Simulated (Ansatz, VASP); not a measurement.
SiO2 in VASP and in Ansatz

The input INCAR:

```
SYSTEM = SiO2
  ALGO = Normal
  EDIFF = 1E-7
  ENCUT = 520
  GGA = CA
  ISIF = 2
  ISMEAR = 0
  LASPH = .True.
  LCHARG = .False.
  LREAL = .False.
  LWAVE = .False.
  NBANDS = 34
  NELM = 100
  PREC = Accurate
  SIGMA = 0.02
```

KPOINTS

```
k-points
0
Gamma
  6 6 4
  0 0 0
```

POSCAR

```
SiO2
1.0
    4.9817822558      0.0000000000      0.0000000000
   -2.4908911279      4.3143499897      0.0000000000
    0.0000000000      0.0000000000      5.4953841796
Si O
3 6
Direct
    0.0000000000      0.5000000000      0.3333333333
    0.5000000000      0.5000000000      0.6666666667
    0.5000000000      0.0000000000      0.0000000000
    0.5895783116      0.7947891558      0.8333333333
    0.7947891558      0.5895783116      0.5000000000
    0.7947891558      0.2052108442      0.1666666667
    0.4104216884      0.2052108442      0.8333333333
    0.2052108442      0.4104216884      0.5000000000
    0.2052108442      0.7947891558      0.1666666667
```

Input for Ansatz:

```yaml
crystal:
  lattice:
    - [4.9817822558, 0.0, 0.0]
    - [-2.4908911279, 4.3143499897, 0.0]
    - [0.0, 0.0, 5.4953841796]
  atoms:
    - { symbol: Si, position: [0.0, 0.5, 0.3333333333] }
    - { symbol: Si, position: [0.5, 0.5, 0.6666666667] }
    - { symbol: Si, position: [0.5, 0.0, 0.0] }
    - { symbol: O, position: [0.5895783116, 0.7947891558, 0.8333333333] }
    - { symbol: O, position: [0.7947891558, 0.5895783116, 0.5] }
    - { symbol: O, position: [0.7947891558, 0.2052108442, 0.1666666667] }
    - { symbol: O, position: [0.4104216884, 0.2052108442, 0.8333333333] }
    - { symbol: O, position: [0.2052108442, 0.4104216884, 0.5] }
    - { symbol: O, position: [0.2052108442, 0.7947891558, 0.1666666667] }
basis:
  ecutwfc: 420
kpoints:
  mp_grid: { grid: [6, 6, 4] }
  band_path: { path: [VBM, CBM], npoints: 2 }
hamiltonian:
  xc: lda
scf:
  occupations: { method: gaussian, width: 0.02 }
output:
  forces: true
  stress: true
  eigenvalues: true
checkpoint:
  read: start.run
  write: ck
  compress: false
  write_wavefunctions: false
  write_every: 100000
```

Alike in both runs: task single point; functional LDA; k mesh 6 × 6 × 4; occupations gaussian, width 0.02 eV; no spin polarisation.

|  | VASP | Ansatz |
| --- | --- | --- |
| version | VASP 6.6.1 | Ansatz 0.2.0 |
| potentials or method | VASP PAW LDA potentials, release 64 (Si, O) | scalar-relativistic, plane waves, PAW |
| plane-wave cutoff (eV) | 520 | 420 |
| valence electrons in the cell | 48 | 48 |

Ansatz gave:

| Item | Value |
| --- | --- |
| gap on the k mesh at the Fermi level (eV) | 5.58 |
| least direct gap on the mesh (eV) | 5.74 |
| pressure (GPa) | 4.0 |
| largest component of the traceless stress (GPa) | 0.02 |
| rms of the force components (eV/Å) | 0.000 |

Q: What did VASP give for the same quantities?

A: gap on the k mesh at the Fermi level (eV): 5.57; least direct gap on the mesh (eV): 5.73; pressure (GPa): 4.7; largest component of the traceless stress (GPa): 0.07; rms of the force components (eV/Å): 0.003.

Atom by atom the forces differ by 0.003 eV/Å (rms over components).

A k mesh can miss the band edges.
